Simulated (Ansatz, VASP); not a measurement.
## One calculation of Re, two programs

```
Re
1.0
     2.77555    0.00000    0.00000
    -1.38777    2.40369    0.00000
     0.00000    0.00000    4.48245
Re
2
Cartesian
  0.0000 1.6025 1.1206
  1.3878 0.8012 3.3618
```

Alike in both runs: functional PBE; k mesh 17 × 17 × 9; occupations fermi-dirac, width 0.05 eV; no spin polarisation.

Ansatz relaxed the structure, and its values are those at the end. VASP's run is a single point on that final structure, the one shown.

|  | VASP | Ansatz |
| --- | --- | --- |
| version | VASP 6.6.1 | Ansatz 0.2.0 |
| potentials or method | VASP PAW PBE potentials, release 64 (Re) | PAW with Ansatz's default frozen-core files, scalar-relativistic |
| plane-wave cutoff (eV) | 520 | 420 |
| valence electrons in the cell | 14 | 30 |

```tsv
	VASP	Ansatz	Ansatz less VASP
pressure (GPa)	-0.6	0.0	+0.54
```

The two sets of potentials don't hold the same shells in valence.

The runs have no spin-orbit coupling, so splittings on Re are missing.
